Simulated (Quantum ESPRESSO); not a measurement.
# WS2 (R3m) in Quantum ESPRESSO: settings compared

Aim: see how the results for WS2 move with the level of theory and the settings. Levels: PBEsol, LDA. Tasks: band structure.

Program: Quantum ESPRESSO 7.5. These are calculated values, not measurements. Logs are shortened: lines on timing, memory, paths and dates and some standing lists are left out, and cuts for length are marked.

## Step 1: The structure

Symmetry: R3m, No. 160, trigonal system. Conventional cell: a = 3.158 Å, b = 3.158 Å, c = 18.490 Å, α = 90.00°, β = 90.00°, γ = 120.00°. W (site symmetry 3m) has 6 S at 2.39 to 2.42 Å as nearest neighbours. S (site symmetry 3m) has 3 W at 2.42 Å as nearest neighbours. S (site symmetry 3m) is surrounded by 3 W at 2.39 Å.

Measurements of this composition are mostly on another form, of space group No. 194.

## Step 2: Band structure, PBEsol

pw.in reads:

```
&CONTROL
  calculation = 'scf'
  prefix = 'pwscf'
  outdir = './tmp'
  pseudo_dir = './pseudo'
  tprnfor = .true.
  tstress = .true.
  disk_io = 'low'
/
&SYSTEM
  ibrav = 0
  celldm(1) = 8
  nat = 3
  ntyp = 2
  ecutwfc = 56
  ecutrho = 448
  nbnd = 20
  occupations = 'smearing'
  smearing = 'fd'
  degauss = 0.00367493
/
&ELECTRONS
  conv_thr = 6d-10
  electron_maxstep = 120
  mixing_beta = 0.5
/
ATOMIC_SPECIES
W    183.8400 w_pbesol_v1.2.uspp.F.UPF
S     32.0600 s_pbesol_v1.4.uspp.F.UPF
CELL_PARAMETERS alat
  0.3729846938480   0.2153428134085   1.4558765018392
 -0.3729846938480   0.2153428134085   1.4558765018392
  0.0000000000000  -0.4306856267933   1.4558765018392
ATOMIC_POSITIONS crystal
W      0.0000000000    0.0000000000    0.0000000000
S      0.5810000000    0.5810000000    0.5810000000
S      0.7503000000    0.7503000000    0.7503000000
K_POINTS automatic
10 10 10 0 0 0
```

bands.in reads:

```
&CONTROL
  calculation = 'bands'
  prefix = 'pwscf'
  outdir = './tmp'
  pseudo_dir = './pseudo'
  disk_io = 'low'
  verbosity = 'high'
/
&SYSTEM
  ibrav = 0
  celldm(1) = 8
  nat = 3
  ntyp = 2
  ecutwfc = 56
  ecutrho = 448
  nbnd = 20
  occupations = 'smearing'
  smearing = 'fd'
  degauss = 0.00367493
/
&ELECTRONS
  conv_thr = 1d-08
  electron_maxstep = 120
  mixing_beta = 0.5
  diago_full_acc = .true.
  startingwfc = 'random'
/
ATOMIC_SPECIES
W    183.8400 w_pbesol_v1.2.uspp.F.UPF
S     32.0600 s_pbesol_v1.4.uspp.F.UPF
CELL_PARAMETERS alat
  0.3729846938480   0.2153428134085   1.4558765018392
 -0.3729846938480   0.2153428134085   1.4558765018392
  0.0000000000000  -0.4306856267933   1.4558765018392
ATOMIC_POSITIONS crystal
W      0.0000000000    0.0000000000    0.0000000000
S      0.5810000000    0.5810000000    0.5810000000
S      0.7503000000    0.7503000000    0.7503000000
K_POINTS crystal
60
 0.0000000000  0.0000000000  0.0000000000 1
 0.0555555556  0.0000000000  0.0000000000 1
 0.1111111111  0.0000000000  0.0000000000 1
 0.1666666667  0.0000000000  0.0000000000 1
 0.2222222222  0.0000000000  0.0000000000 1
 0.2777777778  0.0000000000  0.0000000000 1
 0.3333333333  0.0000000000  0.0000000000 1
 0.3888888889  0.0000000000  0.0000000000 1
 0.4444444444  0.0000000000  0.0000000000 1
 0.5000000000  0.0000000000  0.0000000000 1
 0.5000000000  0.0362504274 -0.0362504274 1
 0.5000000000  0.0725008547 -0.0725008547 1
 0.5000000000  0.1087512821 -0.1087512821 1
 0.5000000000  0.1450017095 -0.1450017095 1
 0.5000000000  0.1812521368 -0.1812521368 1
 0.8187478632  0.5000000000  0.1812521368 1
 0.7868730768  0.5000000000  0.2131269232 1
 0.7549982905  0.5000000000  0.2450017095 1
 0.7231235042  0.5000000000  0.2768764958 1
 0.6912487179  0.5000000000  0.3087512821 1
 0.6593739316  0.5000000000  0.3406260684 1
 0.6274991453  0.5000000000  0.3725008547 1
 0.5956243589  0.5000000000  0.4043756411 1
 0.5637495726  0.5000000000  0.4362504274 1
 0.5318747863  0.5000000000  0.4681252137 1
 0.5000000000  0.5000000000  0.5000000000 1
 0.3333333333  0.3333333333  0.3333333333 1
 0.1666666667  0.1666666667  0.1666666667 1
 0.0000000000  0.0000000000  0.0000000000 1
 0.0309660062  0.0000000000 -0.0309660062 1
 0.0619320124  0.0000000000 -0.0619320124 1
 0.0928980187  0.0000000000 -0.0928980187 1
 0.1238640249  0.0000000000 -0.1238640249 1
 0.1548300311  0.0000000000 -0.1548300311 1
 0.1857960373  0.0000000000 -0.1857960373 1
 0.2167620435  0.0000000000 -0.2167620435 1
 0.2477280498  0.0000000000 -0.2477280498 1
 0.2786940560  0.0000000000 -0.2786940560 1
 0.3096600622  0.0000000000 -0.3096600622 1
 0.3406260684  0.0000000000 -0.3406260684 1
 0.6593739316  0.3406260684  0.0000000000 1
 0.6274991453  0.3725008547  0.0000000000 1
 0.5956243589  0.4043756411  0.0000000000 1
 0.5637495726  0.4362504274  0.0000000000 1
 0.5318747863  0.4681252137  0.0000000000 1
 0.5000000000  0.5000000000  0.0000000000 1
 0.6593739316  0.6593739316  0.1812521368 1
 0.6434365384  0.6434365384  0.2131269232 1
 0.6274991453  0.6274991453  0.2450017095 1
 0.6115617521  0.6115617521  0.2768764958 1
 0.5956243589  0.5956243589  0.3087512821 1
 0.5796869658  0.5796869658  0.3406260684 1
 0.5637495726  0.5637495726  0.3725008547 1
 0.5478121795  0.5478121795  0.4043756411 1
 0.5318747863  0.5318747863  0.4362504274 1
 0.5159373932  0.5159373932  0.4681252137 1
 0.5000000000  0.5000000000  0.5000000000 1
 0.5000000000  0.0000000000  0.0000000000 1
 0.6593739316  0.1703130342  0.1703130342 1
 0.8187478632  0.3406260684  0.3406260684 1
```

Potentials or basis: GBRV 1.5 PBEsol.

Command:

```console
$ OMP_NUM_THREADS=1 mpirun -n 2 pw.x -nk 2 -in pw.in > pw.out
$ OMP_NUM_THREADS=1 mpirun -n 2 pw.x -nk 2 -in bands.in > bands.out
```

pw.out:

```text
This program is part of the open-source Quantum ESPRESSO suite
     for quantum simulation of materials; please cite
         "P. Giannozzi et al., J. Phys.:Condens. Matter 21 395502 (2009);
         "P. Giannozzi et al., J. Phys.:Condens. Matter 29 465901 (2017);
         "P. Giannozzi et al., J. Chem. Phys. 152 154105 (2020);
     in publications or presentations arising from this work. More details at

     Message from routine setup:
     using ibrav=0 with symmetry is DISCOURAGED, use correct ibrav instead

     K-points division:     npool     =       2
     Subspace diagonalization in iterative solution of the eigenvalue problem:
     a serial algorithm will be used

     G-vector sticks info
     --------------------
     sticks:   dense  smooth     PW     G-vecs:    dense   smooth      PW
     Sum        2491    1251    417                57493    20353    3859

     Using Slab Decomposition

     bravais-lattice index     =            0
     lattice parameter (alat)  =       8.0000  a.u.
     unit-cell volume          =     359.2255 (a.u.)^3
     number of atoms/cell      =            3
     number of atomic types    =            2
     number of electrons       =        26.00
     number of Kohn-Sham states=           20
     kinetic-energy cutoff     =      56.0000  Ry
     charge density cutoff     =     448.0000  Ry
     scf convergence threshold =      6.0E-10
     mixing beta               =       0.5000
     number of iterations used =            8  plain     mixing
     Exchange-correlation= SLA  PW   PSX  PSC
                           (   1   4  10   8   0   0   0)

     celldm(1)=   8.000000  celldm(2)=   0.000000  celldm(3)=   0.000000
     celldm(4)=   0.000000  celldm(5)=   0.000000  celldm(6)=   0.000000

     crystal axes: (cart. coord. in units of alat)
               a(1) = (   0.372985   0.215343   1.455877 )
               a(2) = (  -0.372985   0.215343   1.455877 )
               a(3) = (   0.000000  -0.430686   1.455877 )

     reciprocal axes: (cart. coord. in units 2 pi/alat)
               b(1) = (  1.340538  0.773960  0.228957 )
               b(2) = ( -1.340538  0.773960  0.228957 )
               b(3) = (  0.000000 -1.547919  0.228957 )

     PseudoPot. # 1 for W  read from file:
     w_pbesol_v1.2.uspp.F.UPF
     Pseudo is Ultrasoft + core correction, Zval = 14.0
     Generated by new atomic code, or converted to UPF format
     Using radial grid of  923 points,  8 beta functions with:
                l(1) =   0
                l(2) =   0
                l(3) =   0
                l(4) =   1
                l(5) =   1
                l(6) =   2
                l(7) =   2
                l(8) =   3
     Q(r) pseudized with  6 coefficients,  rinner =    1.350   1.350   1.350
                                                       1.350   1.350   1.350
                                                       1.350

     PseudoPot. # 2 for S  read from file:
     s_pbesol_v1.4.uspp.F.UPF
     Pseudo is Ultrasoft + core correction, Zval =  6.0
     Generated by new atomic code, or converted to UPF format
     Using radial grid of  907 points,  6 beta functions with:
                l(1) =   0
                l(2) =   0
                l(3) =   1
                l(4) =   1
                l(5) =   2
                l(6) =   2
     Q(r) pseudized with  8 coefficients,  rinner =    1.300   1.300   1.300
                                                       1.300   1.300

     atomic species   valence    mass     pseudopotential
     W                14.00   183.84000     W ( 1.00)
     S                 6.00    32.06000     S ( 1.00)

      6 Sym. Ops. (no inversion) found

   Cartesian axes

     site n.     atom                  positions (alat units)
         1        W      tau(   1) = (   0.0000000   0.0000000   0.0000000  )
         2        S      tau(   2) = (   0.0000000   0.0000000   2.5375927  )
         3        S      tau(   3) = (   0.0000000   0.0000000   3.2770324  )

     number of k points=   116  Fermi-Dirac smearing, width (Ry)=  0.0037

     Number of k-points >= 100: set verbosity='high' to print them.

     Dense  grid:    57493 G-vectors     FFT dimensions: (  81,  81,  81)

     Smooth grid:    20353 G-vectors     FFT dimensions: (  60,  60,  60)

     Initial potential from superposition of free atoms

     starting charge      25.8996, renormalised to      26.0000

     negative rho (up, down):  6.261E-02 0.000E+00
     Starting wfcs are   21 randomized atomic wfcs

     Self-consistent Calculation

     iteration #  1     ecut=    56.00 Ry     beta= 0.50
     Davidson diagonalization with overlap
     ethr =  1.00E-02,  avg # of iterations =  5.5

     Threshold (ethr) on eigenvalues was too large:
     Diagonalizing with lowered threshold

     Davidson diagonalization with overlap
     ethr =  3.09E-04,  avg # of iterations =  3.7

     negative rho (up, down):  6.463E-02 0.000E+00

     total energy              =    -207.25040346 Ry
     estimated scf accuracy    <       0.08888046 Ry

     iteration #  2     ecut=    56.00 Ry     beta= 0.50
     Davidson diagonalization with overlap
     ethr =  3.42E-04,  avg # of iterations =  2.1

     negative rho (up, down):  6.622E-02 0.000E+00

     total energy              =    -207.26214565 Ry
     estimated scf accuracy    <       0.01201163 Ry

     iteration #  3     ecut=    56.00 Ry     beta= 0.50
     Davidson diagonalization with overlap
     ethr =  4.62E-05,  avg # of iterations =  4.8

     negative rho (up, down):  6.665E-02 0.000E+00

     total energy              =    -207.26300931 Ry
     estimated scf accuracy    <       0.01888123 Ry

     iteration #  4     ecut=    56.00 Ry     beta= 0.50
     Davidson diagonalization with overlap
     ethr =  4.62E-05,  avg # of iterations =  1.9

     negative rho (up, down):  6.752E-02 0.000E+00

     total energy              =    -207.26581310 Ry
     estimated scf accuracy    <       0.00069614 Ry

     iteration #  5     ecut=    56.00 Ry     beta= 0.50
     Davidson diagonalization with overlap
     ethr =  2.68E-06,  avg # of iterations =  5.1

     negative rho (up, down):  6.756E-02 0.000E+00

     total energy              =    -207.26587855 Ry
     estimated scf accuracy    <       0.00009348 Ry

     iteration #  6     ecut=    56.00 Ry     beta= 0.50
     Davidson diagonalization with overlap
     ethr =  3.60E-07,  avg # of iterations =  2.1

     negative rho (up, down):  6.753E-02 0.000E+00

     total energy              =    -207.26589830 Ry
     estimated scf accuracy    <       0.00002024 Ry

     iteration #  7     ecut=    56.00 Ry     beta= 0.50
     Davidson diagonalization with overlap
     ethr =  7.79E-08,  avg # of iterations =  2.7

     negative rho (up, down):  6.745E-02 0.000E+00

     total energy              =    -207.26590380 Ry
     estimated scf accuracy    <       0.00000115 Ry

     iteration #  8     ecut=    56.00 Ry     beta= 0.50
     Davidson diagonalization with overlap
     ethr =  4.41E-09,  avg # of iterations =  4.5

     negative rho (up, down):  6.741E-02 0.000E+00

     total energy              =    -207.26590458 Ry
     estimated scf accuracy    <       0.00000007 Ry

     iteration #  9     ecut=    56.00 Ry     beta= 0.50
     Davidson diagonalization with overlap
     ethr =  2.78E-10,  avg # of iterations =  2.9

     negative rho (up, down):  6.740E-02 0.000E+00

     total energy              =    -207.26590460 Ry
     estimated scf accuracy    <       0.00000001 Ry

     iteration # 10     ecut=    56.00 Ry     beta= 0.50
     Davidson diagonalization with overlap
     ethr =  4.86E-11,  avg # of iterations =  2.7

     negative rho (up, down):  6.740E-02 0.000E+00

     End of self-consistent calculation

     Number of k-points >= 100: set verbosity='high' to print the bands.

     the Fermi energy is    12.1438 ev

!    total energy              =    -207.26590460 Ry
     estimated scf accuracy    <          1.6E-10 Ry
     smearing contrib. (-TS)   =      -0.00000003 Ry
     internal energy E=F+TS    =    -207.26590457 Ry

     The total energy is F=E-TS. E is the sum of the following terms:
     one-electron contribution =     -80.57281144 Ry
     hartree contribution      =      51.07520075 Ry
     xc contribution           =     -57.84206573 Ry
     ewald contribution        =    -119.92622815 Ry

     convergence has been achieved in  10 iterations

     negative rho (up, down):  6.740E-02 0.000E+00

     Forces acting on atoms (cartesian axes, Ry/au):

     atom    1 type  1   force =    -0.00000000   -0.00000000   -0.02345879
     atom    2 type  2   force =    -0.00000000   -0.00000000    0.01321233
     atom    3 type  2   force =     0.00000000    0.00000000    0.01024646

     Total force =     0.028807     Total SCF correction =     0.000026

     Computing stress (Cartesian axis) and pressure

     negative rho (up, down):  6.740E-02 0.000E+00
          total   stress  (Ry/bohr**3)                   (kbar)     P=       -4.19
  -0.00005356   0.00000000  -0.00000000           -7.88        0.00       -0.00
  -0.00000000  -0.00005356   0.00000000           -0.00       -7.88        0.00
   0.00000000   0.00000000   0.00002169            0.00        0.00        3.19

=------------------------------------------------------------------------------=
   JOB DONE.
=------------------------------------------------------------------------------=
```

Run time: 3.9 min. Hardware: 2 MPI ranks of Arm Neoverse V2, shared host; peak memory 0.64 GiB.

What came out:

```yaml
Free_energy: -2819.9963 eV
Pressure: -0.4 GPa
Largest_force: 0.603 eV/Å
Band_gap_on_the_k_mesh: 1.02 eV, indirect (least direct gap 2.23 eV)
Band_gap_along_the_path: 0.97 eV, indirect (least direct gap 1.90 eV)
```

Forces on the atoms (eV/Å):
```
W    0.000  0.000 -0.603
S    0.000  0.000  0.340
S    0.000  0.000  0.263
```

Levels at the corners of the path, in eV from the valence-band top:
```
point  band 11  band 12  band 13  band 14  band 15  band 16
    Γ    -2.30    -1.57    -1.23     2.18     2.18     2.54
    L    -2.57    -1.81    -1.75     2.29     2.58     3.57
   B1    -4.09    -3.03    -0.71     1.24     2.50     3.53
    B    -4.09    -3.03    -0.71     1.24     2.50     3.53
    Z    -2.26    -2.26     0.00     2.29     2.29     2.38
    Γ    -2.30    -1.57    -1.23     2.18     2.18     2.54
    X    -4.02    -3.07    -0.69     1.21     2.51     3.48
    Q    -4.02    -3.07    -0.69     1.21     2.51     3.48
    F    -3.18    -2.01    -1.57     2.24     2.69     3.17
   P1    -3.05    -1.97    -1.59     2.24     2.74     3.21
    Z    -2.26    -2.26     0.00     2.29     2.29     2.38
    L    -2.57    -1.81    -1.75     2.29     2.58     3.57
    P    -3.05    -1.97    -1.59     2.24     2.74     3.21
```

Caveat: spin-orbit coupling is left out, which moves the levels of the heavy elements.

## Step 3: Band structure, LDA

Changes to pw.in since step 2:

```diff
@@ -27,4 +27,4 @@
 ATOMIC_SPECIES
-W    183.8400 w_pbesol_v1.2.uspp.F.UPF
-S     32.0600 s_pbesol_v1.4.uspp.F.UPF
+W    183.8400 w_lda_v1.2.uspp.F.UPF
+S     32.0600 s_lda_v1.4.uspp.F.UPF
 CELL_PARAMETERS alat
```

Changes to bands.in since step 2:

```diff
@@ -28,4 +28,4 @@
 ATOMIC_SPECIES
-W    183.8400 w_pbesol_v1.2.uspp.F.UPF
-S     32.0600 s_pbesol_v1.4.uspp.F.UPF
+W    183.8400 w_lda_v1.2.uspp.F.UPF
+S     32.0600 s_lda_v1.4.uspp.F.UPF
 CELL_PARAMETERS alat
```

Potentials or basis: GBRV 1.5 LDA.

Command:

```console
$ OMP_NUM_THREADS=1 mpirun -n 2 pw.x -nk 2 -in pw.in > pw.out
$ OMP_NUM_THREADS=1 mpirun -n 2 pw.x -nk 2 -in bands.in > bands.out
```

Run time: 4.5 min. Hardware: 2 MPI ranks of Arm Neoverse V2, shared host; peak memory 0.64 GiB.

It converged, with:

```yaml
Free_energy: -2824.7845 eV
Pressure: -3.3 GPa
Largest_force: 0.589 eV/Å
Band_gap_on_the_k_mesh: 0.99 eV, indirect (least direct gap 2.22 eV)
Band_gap_along_the_path: 0.94 eV, indirect (least direct gap 1.89 eV)
```

Forces in eV/Å, atoms in the order of the input:
```
W    0.000  0.000 -0.589
S    0.000  0.000  0.518
S    0.000  0.000  0.071
```

Stress tensor (GPa, compression positive):
```
-3.51  0.00  0.00
 0.00 -3.51  0.00
 0.00  0.00 -2.94
```

Levels at the corners of the path, in eV from the valence-band top:
| point | band 10 | band 11 | band 12 | band 13 | band 14 | band 15 | band 16 | band 17 |
| --- | --- | --- | --- | --- | --- | --- | --- | --- |
| Γ | -2.29 | -2.29 | -1.55 | -1.25 | 2.17 | 2.17 | 2.53 | 2.53 |
| L | -4.17 | -2.55 | -1.79 | -1.73 | 2.25 | 2.54 | 3.54 | 3.83 |
| B1 | -4.62 | -4.06 | -3.01 | -0.72 | 1.22 | 2.46 | 3.50 | 4.79 |
| B | -4.62 | -4.06 | -3.01 | -0.72 | 1.22 | 2.46 | 3.50 | 4.79 |
| Z | -3.57 | -2.26 | -2.26 | 0.00 | 2.28 | 2.28 | 2.37 | 2.37 |
| Γ | -2.29 | -2.29 | -1.55 | -1.25 | 2.17 | 2.17 | 2.53 | 2.53 |
| X | -4.63 | -3.99 | -3.05 | -0.70 | 1.19 | 2.47 | 3.45 | 4.84 |
| Q | -4.63 | -3.99 | -3.05 | -0.70 | 1.19 | 2.47 | 3.45 | 4.84 |
| F | -4.08 | -3.17 | -1.99 | -1.54 | 2.21 | 2.65 | 3.14 | 4.34 |
| P1 | -4.10 | -3.04 | -1.95 | -1.56 | 2.20 | 2.70 | 3.18 | 4.21 |
| Z | -3.57 | -2.26 | -2.26 | 0.00 | 2.28 | 2.28 | 2.37 | 2.37 |
| L | -4.17 | -2.55 | -1.79 | -1.73 | 2.25 | 2.54 | 3.54 | 3.83 |
| P | -4.10 | -3.04 | -1.95 | -1.56 | 2.20 | 2.70 | 3.18 | 4.21 |

Caveat: spin-orbit coupling is left out, which moves the levels of the heavy elements. LDA gaps usually lie below the measured ones, often by a third to a half.
